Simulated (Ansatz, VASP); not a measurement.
**One calculation of Ca, two programs**

INCAR

```
  ALGO = Fast
  EDIFF = 1E-6
  ENCUT = 520
  GGA = PE
  ISIF = 2
  ISMEAR = -1
  LASPH = T
  LCHARG = F
  LREAL = F
  LWAVE = F
  NBANDS = 11
  NELM = 100
  PREC = Accurate
  SIGMA = 0.28
```

File KPOINTS:

```
k-points
0
Gamma
  10 10 10
```

POSCAR

```
Ca
1.0
   -2.2400000000      2.2400000000      2.2400000000
    2.2400000000     -2.2400000000      2.2400000000
    2.2400000000      2.2400000000     -2.2400000000
Ca
1
Direct
    0.0000000000      0.0000000000      0.0000000000
```

Input for Ansatz:

```yaml
crystal:
  lattice:
    - [-2.24, 2.24, 2.24]
    - [2.24, -2.24, 2.24]
    - [2.24, 2.24, -2.24]
  atoms:
    - { symbol: Ca, position: [0.0, 0.0, 0.0] }
kpoints:
  mp_grid: { grid: [10, 10, 10] }
scf:
  occupations: { method: fermi_dirac, width: 0.28 }
hamiltonian:
  xc: pbe
  pseudopotentials: { kind: all_electron, lapw: { basis_error: 0.00025 } }
output:
  forces: true
  stress: true
  eigenvalues: true
```

Alike in both runs: task single point; functional PBE; k mesh 10 × 10 × 10; occupations fermi-dirac, width 0.28 eV; no spin polarisation.

|  | VASP | Ansatz |
| --- | --- | --- |
| version | VASP 6.6.1 | Ansatz 0.2.0 |
| potentials or method | VASP PAW PBE potentials, release 64 (Ca_sv) | all-electron LAPW, scalar-relativistic |
| plane-wave cutoff (eV) | 520 | see its input |

```tsv
	VASP	Ansatz	Ansatz less VASP
pressure (GPa)	-0.9	-0.9	0.00
```

Ansatz ran all-electron here, so the differences hold the error of VASP's frozen core and of both bases.
